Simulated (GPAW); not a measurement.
The system is BAs.

```
CELL_PARAMETERS angstrom
0.00000 2.38850 2.38850
2.38850 0.00000 2.38850
2.38850 2.38850 0.00000
ATOMIC_POSITIONS crystal
As 0.75000 0.75000 0.75000
B 0.00000 0.00000 0.00000
```

```yaml
Program: GPAW 26.7.0
Task: single point
Functional: PBE
Potentials_or_basis: GPAW PAW data sets (gpaw-data 1.2.1)
Cutoff: 800 eV
Basis: pw
k_mesh: 10 × 10 × 10
Occupations: fermi-dirac, width 0.05 eV
Spin: no spin polarisation
```

On this cell: pressure 3.3 GPa; largest force zero by symmetry; band gap on the k mesh 1.18 eV, indirect (least direct gap 3.29 eV).

The same run follows on a disturbed copy (atoms moved at random, drawn with an rms of 0.05 Å):

```xyz
2
Lattice="0.0000 2.3885 2.3885 2.3885 0.0000 2.3885 2.3885 2.3885 0.0000" Properties=species:S:1:pos:R:3 pbc="T T T"
As    3.5380    3.5381    3.5809
B    -0.0887   -0.0276   -0.0453
```

Task: What changes?

Result: The energy moves by +16.6 meV/atom; pressure 3.5 GPa; largest force 1.015 eV/Å; band gap on the k mesh 0.65 eV, indirect (least direct gap 2.41 eV).

Forces on the atoms (eV/Å):
```
As  -0.709  0.198 -0.699
B    0.709 -0.198  0.699
```

Stress tensor (GPa, compression positive):
```
 3.48  1.85 -0.47
 1.85  3.64  1.88
-0.47  1.88  3.49
```

A k mesh can miss the band edges.
